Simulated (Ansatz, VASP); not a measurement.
**KBr in VASP and in Ansatz**

Contents of INCAR:

```
SYSTEM = KBr
PREC = Accurate ; ENCUT = 520
EDIFF = 1E-6 ; ISMEAR = 0
SIGMA = 0.05 ; LREAL = .FALSE.
LASPH = .TRUE. ; NELM = 80
ALGO = Normal ; ISIF = 2
LWAVE = .FALSE. ; LCHARG = .FALSE.
GGA = PE ; NBANDS = 15
```

KPOINTS

```
regular mesh
0
G
  6 6 6
  0 0 0
```

Contents of POSCAR:

```
KBr
1.0
    0.0000000000      3.3912750000      3.2925000000
    3.3912750000      0.0000000000      3.2925000000
    3.3912750000      3.3912750000      0.0000000000
K Br
1 1
Direct
    0.0000000000      0.0000000000      0.0000000000
    0.5000000000      0.5000000000      0.5000000000
```

Input for Ansatz:

```yaml
crystal:
  lattice:
    - [0.0, 3.391275, 3.2925]
    - [3.391275, 0.0, 3.2925]
    - [3.391275, 3.391275, 0.0]
  atoms:
    - { symbol: K, position: [0.0, 0.0, 0.0] }
    - { symbol: Br, position: [0.5, 0.5, 0.5] }
basis:
  ecutwfc: 420
kpoints:
  mp_grid: { grid: [6, 6, 6] }
hamiltonian:
  xc: pbe
scf:
  occupations: { method: gaussian, width: 0.05 }
output:
  forces: true
  stress: true
  eigenvalues: true
```

Change from the starting cell: strain +0.030 along x and y, +0.000 along z, atoms carried along.

Alike in both runs: task single point; functional PBE; k mesh 6 × 6 × 6; occupations gaussian, width 0.05 eV; no spin polarisation.

|  | VASP | Ansatz |
| --- | --- | --- |
| version | VASP 6.6.1 | Ansatz 0.2.0 |
| potentials or method | VASP PAW PBE potentials, release 64 (K_sv, Br) | scalar-relativistic, plane waves, PAW |
| plane-wave cutoff (eV) | 520 | 420 |
| valence electrons in the cell | 16 | 16 |

|  | VASP | Ansatz | Ansatz less VASP |
| --- | --- | --- | --- |
| gap on the k mesh at the Fermi level (eV) | 4.29 | 4.29 | +0.001 |
| least direct gap on the mesh (eV) | 4.29 | 4.29 | +0.001 |
| pressure (GPa) | 0.0 | 0.0 | -0.03 |
| largest component of the traceless stress (GPa) | 0.53 | 0.52 | -0.009 |

The functional is the same, so the differences come from potentials, cutoffs and numerics.
